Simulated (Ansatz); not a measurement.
A (111) slab of HfN (Fm-3m (No. 225)), 10 planes, outer planes Hf (top) and N (bottom), with 10 atoms (Hf5N5) in a surface cell of A = 8.868 Å², as cut from the bulk:

```xyz
10
Lattice="3.1999 0.0000 0.0000 -1.6000 2.7712 0.0000 0.0000 0.0000 26.7573" Properties=species:S:1:pos:R:3 pbc="T T T"
N     0.0000    1.8475    7.5000
Hf    1.6000    0.9237    8.8064
N     0.0000    0.0000   10.1127
Hf    0.0000    1.8475   11.4191
N     1.6000    0.9237   12.7255
Hf    0.0000    0.0000   14.0318
N     0.0000    1.8475   15.3382
Hf    1.6000    0.9237   16.6446
N     0.0000    0.0000   17.9510
Hf    0.0000    1.8475   19.2573
```

Level of theory: Ansatz 0.2.0, DFT r2SCAN, scalar-relativistic, plane waves, PAW. Cutoff 500 eV; k points 12×12×1 on the computed 10-atom cell (Γ-centred); Gaussian smearing, width 0.10 eV; no spin polarisation. The cell repeats along c with a dipole correction in the vacuum.

Against the same 10 atoms in the bulk, the slab as cut lies 5.101 eV higher and the relaxed slab 2.851 eV higher.

**Question.** Work out the surface energy before and after relaxation.

**Answer.** The slab has two faces, so γ = (E_slab − N·E_bulk)/(2A), the mean of both. As cut: 5.101/(2 × 8.868) = 0.2876 eV/Å², and 1 eV/Å² = 16.02 J/m², so γ = 4.61 J/m². Relaxed: 2.851/(2 × 8.868) = 0.1607 eV/Å² = 2.58 J/m². Relaxation recovers 44 % of the cost of cutting.

**Question.** What is the ideal work of this cut, per area?

**Answer.** Griffith's ideal work is 2γ: 9.21 J/m² if the new faces stay rigid, 5.15 J/m² if they relax. One thickness was run, 10 planes, so γ can still shift with it.

Spin polarisation was left out, and a magnetic state may lie lower.